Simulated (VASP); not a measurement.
Here is a VASP 6.6.1 calculation.

INCAR

```
  PREC = Accurate
  ENCUT = 520
  EDIFF = 1E-6
  ISMEAR = 0
  SIGMA = 0.05
  LREAL = False
  LASPH = True
  NELM = 100
  ALGO = Normal
  ISIF = 2
  LWAVE = False
  LCHARG = True
  LDIPOL = True
  IDIPOL = 3
  DIPOL = 0.5 0.5 0.500
  GGA = PS
  LVHAR = True
  LVACPOTAV = True
  KPAR = 8
```

Contents of KPOINTS:

```
regular mesh
0
Gamma
  4 8 1
```

File POSCAR:

```
TiO2
1.0
    6.4943515210      0.0000000000      0.0000000000
    0.0000000000      2.9574000000      0.0000000000
    0.0000000000      0.0000000000     34.2748439203
O Ti
16 8
Direct
    0.0000000000      0.0000000000      0.3209350865
    0.5000000000      0.0000000000      0.4156744168
    0.6950400000      0.5000000000      0.3578910045
    0.0000000000      0.0000000000      0.3948469225
    0.3049600000      0.5000000000      0.3578910045
    0.0000000000      0.0000000000      0.5104137472
    0.1950400000      0.5000000000      0.4526303348
    0.5000000000      0.0000000000      0.4895862528
    0.8049600000      0.5000000000      0.4526303348
    0.5000000000      0.0000000000      0.6051530775
    0.6950400000      0.5000000000      0.5473696652
    0.0000000000      0.0000000000      0.5843255832
    0.3049600000      0.5000000000      0.5473696652
    0.1950400000      0.5000000000      0.6421089955
    0.5000000000      0.0000000000      0.6790649135
    0.8049600000      0.5000000000      0.6421089955
    0.5000000000      0.0000000000      0.3578910045
    1.0000000000      0.5000000000      0.3578910045
    0.0000000000      0.0000000000      0.4526303348
    0.5000000000      0.5000000000      0.4526303348
    0.5000000000      0.0000000000      0.5473696652
    0.0000000000      0.5000000000      0.5473696652
    0.0000000000      0.0000000000      0.6421089955
    0.5000000000      0.5000000000      0.6421089955
```

Potentials or basis: VASP PAW PBE potentials, release 64 (O, Ti_sv).

The run is started by

```sh
$ cat potpaw_PBE.64/O/POTCAR potpaw_PBE.64/Ti_sv/POTCAR > POTCAR
$ mpirun -np 8 vasp_std > vasp.out
```

Q: Predict the ionisation potential of the upper face.

A: 7.16 eV.

Q: What does it give for the largest force?

A: 3.535 eV/Å.

Q: Estimate the band gap on the k mesh.

A: 1.34 eV, indirect (least direct gap 1.36 eV).

Forces in eV/Å, atoms in the order of the input:
```
O    0.000  0.000  2.070
O    0.000  0.000 -1.538
O   -1.717  0.000 -0.770
O    0.000  0.000  1.811
O    1.717  0.000 -0.770
O    0.000  0.000  0.534
O    0.347  0.000  0.072
O    0.000  0.000 -0.534
O   -0.347  0.000  0.072
O    0.000  0.000 -1.811
O    0.347  0.000 -0.072
O    0.000  0.000  1.538
O   -0.347  0.000 -0.072
O   -1.717  0.000  0.770
O    0.000  0.000 -2.070
O    1.717  0.000  0.770
Ti   0.000  0.000  2.939
Ti   0.000  0.000 -3.535
Ti   0.000  0.000 -1.029
Ti   0.000  0.000  0.745
Ti   0.000  0.000  1.029
Ti   0.000  0.000 -0.745
Ti   0.000  0.000 -2.939
Ti   0.000  0.000  3.535
```

Caveat: the PAW data sets were made with another functional, which shifts forces and pressure a little.
